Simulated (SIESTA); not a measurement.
Ga:

```
Ga
1.0
     1.45000   -4.06500    0.00000
     1.45000    4.06500    0.00000
     0.00000    0.00000    3.17000
Ga
2
Cartesian
  1.4500 2.9837 2.3775
  1.4500 -2.9837 0.7925
```

This isn't the form of Ga at room conditions, which is orthorhombic.

Base run:

| Quantity | Value |
| --- | --- |
| Program | SIESTA 5.4.2 |
| Functional | PBE |
| Potentials or basis | PseudoDojo 0.4 standard (PBE files) |
| Basis | DZP (energy shift 0.003 Ry; two zetas on semicore shells) |
| Grid cutoff | 800 Ry |
| Energy shift | 0.003 Ry |
| k mesh | 10 × 10 × 8 |
| Occupations | fermi-dirac, width 0.05 eV |
| Spin | no spin polarisation |

Its results: band gap on the k mesh none (metal or under the smearing width); pressure 1.2 GPa; largest force 0.158 eV/Å.

Q: The run is repeated on the same cell with these changes: functional from PBE to PBEsol; potentials or basis from PseudoDojo 0.4 standard (PBE files) to PseudoDojo 0.4 standard (PBEsol files). What comes out?

A: Band gap on the k mesh none (metal or under the smearing width); pressure -2.2 GPa; largest force 0.160 eV/Å.

Caveats: the basis of atomic orbitals isn't converged, which shifts pressures, moduli and gaps.
